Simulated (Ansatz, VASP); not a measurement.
## Y: VASP beside Ansatz

```
CELL_PARAMETERS angstrom
0.00000 2.25744 2.25744
2.25744 0.00000 2.25744
2.25744 2.25744 0.00000
ATOMIC_POSITIONS crystal
Y 0.00000 0.00000 0.00000
```

Change from the starting cell: volume scaled by 0.78, LAPW.

Alike in both runs: task single point; functional LDA; k mesh 13 × 13 × 13; occupations fermi-dirac, width 0.08 eV; no spin polarisation.

```csv
,VASP,Ansatz
version,VASP 6.6.1,Ansatz 0.2.0
potentials or method,"VASP PAW LDA potentials, release 64 (Y_sv), cutoff 520 eV","all-electron LAPW, scalar-relativistic"
```

Ansatz gave:

```
pressure (GPa) : 16.6
```

Q: What did VASP give for the same quantities?

A: Pressure (GPa): 16.3.

Ansatz ran all-electron here, so the differences hold the error of VASP's frozen core and of both bases.

Caveats: so large a pressure means that the cell lies far from this level's equilibrium, or that cutoff or potentials fall short (VASP).
